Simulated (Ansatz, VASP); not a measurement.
Two plane-wave programs on BN

File INCAR:

```
ALGO = Normal
EDIFF = 1E-6
ENCUT = 520
ISIF = 2
ISMEAR = 0
LASPH = True
LCHARG = True
LELF = True
LREAL = False
LVHAR = True
LWAVE = False
NBANDS = 11
NELM = 60
PREC = Accurate
SIGMA = 0.01
```

KPOINTS

```
k-points
0
Gamma
  10 10 6
```

Contents of POSCAR:

```
BN
1.0
    2.5080410000      0.0000000000      0.0000000000
   -1.2467110000      2.1762310000      0.0000000000
   -0.6306650000     -1.0881160000      3.0225400000
B N
1 1
Direct
    0.9796430000      0.9834990000      0.0018060000
    0.6685060000      0.3323850000      0.9849990000
```

Input for Ansatz:

```yaml
crystal:
  lattice:
    - [2.508041, 0.0, 0.0]
    - [-1.246711, 2.176231, 0.0]
    - [-0.630665, -1.088116, 3.02254]
  atoms:
    - { symbol: B, position: [0.979643, 0.983499, 0.001806] }
    - { symbol: "N", position: [0.668506, 0.332385, 0.984999] }
kpoints:
  mp_grid:
    grid: [10, 10, 6]
hamiltonian:
  xc: lda
  pseudopotentials:
    kind: paw
scf:
  convergence:
    dr2_threshold: 1.0e-10
  occupations:
    method: fixed
output:
  optics:
    de: 0.05
    sigma: 0.2
    nscf_kmesh:
      grid: [12, 12, 8]
```

The cell comes from a database or a generator and needn't be the stable form of this composition.

Alike in both runs: task single point; functional LDA; k mesh 10 × 10 × 6; no spin polarisation.

|  | VASP | Ansatz |
| --- | --- | --- |
| version | VASP 6.6.1 | Ansatz 0.2.0 |
| potentials or method | VASP PAW LDA potentials, release 64 (B, N) | plane waves, PAW |
| plane-wave cutoff (eV) | 520 | 420 |
| occupations | gaussian, width 0.01 eV | fixed |
| valence electrons in the cell | 8 | 8 |

|  | VASP | Ansatz | Ansatz less VASP |
| --- | --- | --- | --- |
| gap on the k mesh at the Fermi level (eV) | 2.63 | 2.65 | +0.019 |

Ansatz warned: «settled_levels_scf_threshold_loose».

Caveats: forces of over 1 eV/Å show positions far from the minimum, so gaps and moduli don't describe the material at rest. A k mesh can miss the band edges.
